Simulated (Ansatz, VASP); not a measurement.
AgCl: VASP beside Ansatz

The input INCAR:

```
SYSTEM = AgCl
PREC = Accurate ; ENCUT = 520
EDIFF = 1E-7 ; ISMEAR = -1
SIGMA = 0.01 ; LREAL = .False.
LASPH = .True. ; NELM = 60
ALGO = Normal ; ISIF = 2
LWAVE = .False. ; LCHARG = .True.
GGA = PS ; LELF = .True.
LVHAR = .True. ; NBANDS = 16
```

The input KPOINTS:

```
regular mesh
0
Gamma
  9 9 9
  0 0 0
```

Contents of POSCAR:

```
AgCl
1.0
    0.0000000000      2.7731500000      2.7731500000
    2.7731500000      0.0000000000      2.7731500000
    2.7731500000      2.7731500000      0.0000000000
Ag Cl
1 1
Direct
    0.5000000000      0.5000000000      0.5000000000
    0.0000000000      0.0000000000      0.0000000000
```

Input for Ansatz:

```yaml
crystal:
  lattice:
    - [0.0, 2.77315, 2.77315]
    - [2.77315, 0.0, 2.77315]
    - [2.77315, 2.77315, 0.0]
  atoms:
    - { symbol: Ag, position: [0.5, 0.5, 0.5] }
    - { symbol: Cl, position: [0.0, 0.0, 0.0] }
kpoints:
  mp_grid: { grid: [9, 9, 9] }
  band_path:
    path:
      - [0.0, 0.0, 0.0]
      - [0.5, 0.0, 0.5]
      - [0.625, 0.25, 0.625]
      - [0.375, 0.375, 0.75]
      - [0.0, 0.0, 0.0]
      - [0.5, 0.5, 0.5]
      - [0.5, 0.25, 0.75]
      - [0.5, 0.0, 0.5]
    npoints: 14
scf:
  occupations: { method: fermi_dirac, width: 0.01 }
hamiltonian:
  xc: pbesol
  pseudopotentials: { kind: all_electron, lapw: { basis_error: 0.0005 } }
output:
  forces: true
  stress: true
  eigenvalues: true
  populations: true
  dos: { projected: true, de: 0.2, e_range: [-14, 8] }
```

Alike in both runs: task single point; functional PBEsol; k mesh 9 × 9 × 9; occupations fermi-dirac, width 0.01 eV; no spin polarisation.

|  | VASP | Ansatz |
| --- | --- | --- |
| version | VASP 6.6.1 | Ansatz 0.2.0 |
| potentials or method | VASP PAW PBE potentials, release 64 (Ag, Cl) | all-electron LAPW, scalar-relativistic |
| plane-wave cutoff (eV) | 520 | see its input |

Ansatz gave:

- gap on the k mesh at the Fermi level (eV): 0.78
- pressure (GPa): -2.6

Q: What did VASP give for the same quantities?

A: gap on the k mesh at the Fermi level (eV): 0.78; pressure (GPa): -2.7.

Ansatz ran all-electron here, so the differences hold the error of VASP's frozen core and of both bases.

Caveats: the PAW data sets were made with another functional, which shifts forces and pressure a little (VASP); an odd mesh through Γ misses points on the zone boundary, where band edges often lie. Expect the measured gap to be larger: semilocal functionals such as PBEsol lack the derivative discontinuity.
